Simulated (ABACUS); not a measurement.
Crystal: MgO.

```
CELL_PARAMETERS angstrom
0.00000 2.09700 2.09700
2.09700 0.00000 2.09700
2.09700 2.09700 0.00000
ATOMIC_POSITIONS crystal
Mg 0.00000 0.00000 0.00000
O 0.50000 0.50000 0.50000
```

The cell is a database's computed one.

```yaml
Program: ABACUS 3.10.1
Task: relaxation of cell and atoms
Functional: PW91
Potentials_or_basis: PseudoDojo NC SR 0.5 PBE stringent
Cutoff: 1252 eV
Density_cutoff: 5007 eV
Basis: plane waves
k_mesh: 9 × 9 × 9
Occupations: fermi-dirac, width 0.05 eV
Spin: no spin polarisation
```

At the start: pressure 6.6 GPa; volume 9.22 Å³/atom.

Question: Where does the relaxation end?

Answer: Over 3 steps the energy falls by 7.5 meV/atom and the volume is 9.60 Å³/atom (+4.1 %); space group Fm-3m (No. 225, to 0.05 Å).

The path:
| step | energy change (eV) | largest force (eV/Å) | pressure (GPa) | volume (Å³) |
| --- | --- | --- | --- | --- |
| 1 | 0.0000 | 0.0000 | 6.56 | 18.44 |
| 2 | -0.0126 | 0.0000 | -2.34 | 19.51 |
| 3 | -0.0149 | 0.0000 | 0.01 | 19.20 |

Final structure:
```
Mg O
1.0
     0.00000    2.12515    2.12515
     2.12515    0.00000    2.12515
     2.12515    2.12515    0.00000
Mg O
1 1
Direct
  0.00000 0.00000 0.00000
  0.50000 0.50000 0.50000
```

Caveat: the potentials were made for another functional, which shifts forces and pressure.
